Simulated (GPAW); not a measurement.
MgS (Niningerite):

```
S Mg
1.0
     0.00000    2.60165    2.60165
     2.60165    0.00000    2.60165
     2.60165    2.60165    0.00000
S Mg
1 1
Direct
  0.50000 0.50000 0.50000
  0.00000 0.00000 0.00000
```

| Property | Result |
| --- | --- |
| Program | GPAW 26.7.0 |
| Task | relaxation of cell and atoms |
| Functional | PBEsol |
| Dispersion | D3 |
| Potentials or basis | PAW data sets generated in the run's folder for this functional |
| Cutoff | 800 eV |
| Basis | pw |
| k mesh | 9 × 9 × 9 |
| Occupations | fermi-dirac, width 0.05 eV |
| Spin | no spin polarisation |

At the start: pressure -2.1 GPa; volume 17.61 Å³/atom.

Task: How do energy, volume and symmetry change on relaxing?

Result: Over 3 steps the energy falls by 3.0 meV/atom and the volume is 17.13 Å³/atom (-2.7 %); space group Fm-3m (No. 225, to 0.05 Å).

The path:
| step | energy change (eV) | largest force (eV/Å) | pressure (GPa) | volume (Å³) |
| --- | --- | --- | --- | --- |
| 1 | 0.0000 | 0.0000 | -2.11 | 35.22 |
| 2 | -0.0021 | 0.0000 | -1.74 | 35.04 |
| 3 | -0.0061 | 0.0000 | 0.05 | 34.27 |

Final structure:
```xyz
2
Lattice="0.0000 2.5780 2.5780 2.5780 0.0000 2.5780 2.5780 2.5780 0.0000" Properties=species:S:1:pos:R:3 pbc="T T T"
S     2.5780    2.5780    2.5780
Mg    0.0000    0.0000    0.0000
```

Caveat: later steps reuse the first step's grids.
